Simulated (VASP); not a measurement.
# Ag: drag along a line

Ag, slab, 13 atoms in the cell. PBE, constrained relaxations along a path; PAW potentials Ag (PBE set).

Path: drag along a line, Ag hops from a hollow site to the next hollow site of Ag(100).

## Input

INCAR:
```
  PREC = Normal
  ENCUT = 250
  EDIFF = 1E-6
  ISMEAR = 1
  SIGMA = 0.1
  LREAL = F
  LASPH = T
  NELM = 100
  ALGO = Normal
  LWAVE = F
  LCHARG = F
  IBRION = 2
  NSW = 60
  ISIF = 2
  EDIFFG = -0.03
  POTIM = 0.5
  KPAR = 2
```

KPOINTS:
```
k-points
0
Gamma
  3 3 1
```

POSCAR.step1:
```
Ag
1.0
    6.6226160000      0.0000000000      0.0000000000
    0.0000000000      6.6226160000      0.0000000000
    0.0000000000      0.0000000000     18.4813080000
Ag
13
Selective dynamics
Direct
    0.0000000000      0.0000000000      0.3246523460  F F F
    0.5000000000      0.0000000000      0.3246523460  F F F
    0.0000000000      0.5000000000      0.3246523460  F F F
    0.5000000000      0.5000000000      0.3246523460  F F F
    0.2500000000      0.2500000000      0.4142376719  T T T
    0.7500000000      0.2500000000      0.4142376719  T T T
    0.2500000000      0.7500000000      0.4142376719  T T T
    0.7500000000      0.7500000000      0.4142376719  T T T
    0.0000000000      0.0000000000      0.5038229978  T T T
    0.5000000000      0.0000000000      0.5038229978  T T T
    0.0000000000      0.5000000000      0.5038229978  T T T
    0.5000000000      0.5000000000      0.5038229978  T T T
    0.2500000000      0.2500000000      0.5909797694  F T T
```

POSCAR.step2:
```
Ag
1.0
    6.6226160000      0.0000000000      0.0000000000
    0.0000000000      6.6226160000      0.0000000000
    0.0000000000      0.0000000000     18.4813080000
Ag
13
Selective dynamics
Direct
    0.0000000000      0.0000000000      0.3246523460  F F F
    0.5000000000      0.0000000000      0.3246523460  F F F
    0.0000000000      0.5000000000      0.3246523460  F F F
    0.5000000000      0.5000000000      0.3246523460  F F F
    0.2500000000      0.2500000000      0.4142376719  T T T
    0.7500000000      0.2500000000      0.4142376719  T T T
    0.2500000000      0.7500000000      0.4142376719  T T T
    0.7500000000      0.7500000000      0.4142376719  T T T
    0.0000000000      0.0000000000      0.5038229978  T T T
    0.5000000000      0.0000000000      0.5038229978  T T T
    0.0000000000      0.5000000000      0.5038229978  T T T
    0.5000000000      0.5000000000      0.5038229978  T T T
    0.1500000000      0.2500000000      0.5909797694  F T T
```

POSCAR.step3:
```
Ag
1.0
    6.6226160000      0.0000000000      0.0000000000
    0.0000000000      6.6226160000      0.0000000000
    0.0000000000      0.0000000000     18.4813080000
Ag
13
Selective dynamics
Direct
    0.0000000000      0.0000000000      0.3246523460  F F F
    0.5000000000      0.0000000000      0.3246523460  F F F
    0.0000000000      0.5000000000      0.3246523460  F F F
    0.5000000000      0.5000000000      0.3246523460  F F F
    0.2500000000      0.2500000000      0.4142376719  T T T
    0.7500000000      0.2500000000      0.4142376719  T T T
    0.2500000000      0.7500000000      0.4142376719  T T T
    0.7500000000      0.7500000000      0.4142376719  T T T
    0.0000000000      0.0000000000      0.5038229978  T T T
    0.5000000000      0.0000000000      0.5038229978  T T T
    0.0000000000      0.5000000000      0.5038229978  T T T
    0.5000000000      0.5000000000      0.5038229978  T T T
    0.0750000000      0.2500000000      0.5909797694  F T T
```

POSCAR.step4:
```
Ag
1.0
    6.6226160000      0.0000000000      0.0000000000
    0.0000000000      6.6226160000      0.0000000000
    0.0000000000      0.0000000000     18.4813080000
Ag
13
Selective dynamics
Direct
    0.0000000000      0.0000000000      0.3246523460  F F F
    0.5000000000      0.0000000000      0.3246523460  F F F
    0.0000000000      0.5000000000      0.3246523460  F F F
    0.5000000000      0.5000000000      0.3246523460  F F F
    0.2500000000      0.2500000000      0.4142376719  T T T
    0.7500000000      0.2500000000      0.4142376719  T T T
    0.2500000000      0.7500000000      0.4142376719  T T T
    0.7500000000      0.7500000000      0.4142376719  T T T
    0.0000000000      0.0000000000      0.5038229978  T T T
    0.5000000000      0.0000000000      0.5038229978  T T T
    0.0000000000      0.5000000000      0.5038229978  T T T
    0.5000000000      0.5000000000      0.5038229978  T T T
    0.0000000000      0.2500000000      0.5909797694  F T T
```

POSCAR.step5:
```
Ag
1.0
    6.6226160000      0.0000000000      0.0000000000
    0.0000000000      6.6226160000      0.0000000000
    0.0000000000      0.0000000000     18.4813080000
Ag
13
Selective dynamics
Direct
    0.0000000000      0.0000000000      0.3246523460  F F F
    0.5000000000      0.0000000000      0.3246523460  F F F
    0.0000000000      0.5000000000      0.3246523460  F F F
    0.5000000000      0.5000000000      0.3246523460  F F F
    0.2500000000      0.2500000000      0.4142376719  T T T
    0.7500000000      0.2500000000      0.4142376719  T T T
    0.2500000000      0.7500000000      0.4142376719  T T T
    0.7500000000      0.7500000000      0.4142376719  T T T
    0.0000000000      0.0000000000      0.5038229978  T T T
    0.5000000000      0.0000000000      0.5038229978  T T T
    0.0000000000      0.5000000000      0.5038229978  T T T
    0.5000000000      0.5000000000      0.5038229978  T T T
   -0.0750000000      0.2500000000      0.5909797694  F T T
```

POSCAR.step6:
```
Ag
1.0
    6.6226160000      0.0000000000      0.0000000000
    0.0000000000      6.6226160000      0.0000000000
    0.0000000000      0.0000000000     18.4813080000
Ag
13
Selective dynamics
Direct
    0.0000000000      0.0000000000      0.3246523460  F F F
    0.5000000000      0.0000000000      0.3246523460  F F F
    0.0000000000      0.5000000000      0.3246523460  F F F
    0.5000000000      0.5000000000      0.3246523460  F F F
    0.2500000000      0.2500000000      0.4142376719  T T T
    0.7500000000      0.2500000000      0.4142376719  T T T
    0.2500000000      0.7500000000      0.4142376719  T T T
    0.7500000000      0.7500000000      0.4142376719  T T T
    0.0000000000      0.0000000000      0.5038229978  T T T
    0.5000000000      0.0000000000      0.5038229978  T T T
    0.0000000000      0.5000000000      0.5038229978  T T T
    0.5000000000      0.5000000000      0.5038229978  T T T
   -0.1500000000      0.2500000000      0.5909797694  F T T
```

POSCAR.step7:
```
Ag
1.0
    6.6226160000      0.0000000000      0.0000000000
    0.0000000000      6.6226160000      0.0000000000
    0.0000000000      0.0000000000     18.4813080000
Ag
13
Selective dynamics
Direct
    0.0000000000      0.0000000000      0.3246523460  F F F
    0.5000000000      0.0000000000      0.3246523460  F F F
    0.0000000000      0.5000000000      0.3246523460  F F F
    0.5000000000      0.5000000000      0.3246523460  F F F
    0.2500000000      0.2500000000      0.4142376719  T T T
    0.7500000000      0.2500000000      0.4142376719  T T T
    0.2500000000      0.7500000000      0.4142376719  T T T
    0.7500000000      0.7500000000      0.4142376719  T T T
    0.0000000000      0.0000000000      0.5038229978  T T T
    0.5000000000      0.0000000000      0.5038229978  T T T
    0.0000000000      0.5000000000      0.5038229978  T T T
    0.5000000000      0.5000000000      0.5038229978  T T T
   -0.2500000000      0.2500000000      0.5909797694  F T T
```

Commands (each step's output is kept before the next begins):
```
cat potpaw_PBE.64/Ag/POTCAR > POTCAR
cp POSCAR.step1 POSCAR
mpirun -np 8 vasp_std > vasp.out
cp POSCAR.step2 POSCAR
mpirun -np 8 vasp_std > vasp.out
cp POSCAR.step3 POSCAR
mpirun -np 8 vasp_std > vasp.out
cp POSCAR.step4 POSCAR
mpirun -np 8 vasp_std > vasp.out
cp POSCAR.step5 POSCAR
mpirun -np 8 vasp_std > vasp.out
cp POSCAR.step6 POSCAR
mpirun -np 8 vasp_std > vasp.out
cp POSCAR.step7 POSCAR
mpirun -np 8 vasp_std > vasp.out
```

## Result

- Barrier (eV): 0.786
- Ionic steps, all stages: 143
- Electronic steps, all stages: 1241

Energy along the pull:

| Share of the way | Energy above the start (eV) |
|---|---|
| 0 | 0.000 |
| 0.2 | 0.268 |
| 0.35 | 0.653 |
| 0.5 | 0.786 |
| 0.65 | 0.653 |
| 0.8 | 0.268 |
| 1 | 0.000 |

The slab is body-centred cubic Ag(100), which isn't the element's stable structure, in-plane cell 6.62 × 6.62 Å, with 3 × 3 k points.

Limits: the adatom repeats in each 2 x 2 surface cell, and the slab has three layers.

VASP 6.6.1 took 1258 s on 8 cores (Intel Xeon Platinum 8375C @ 2.90GHz (Ice Lake)), a shared host.
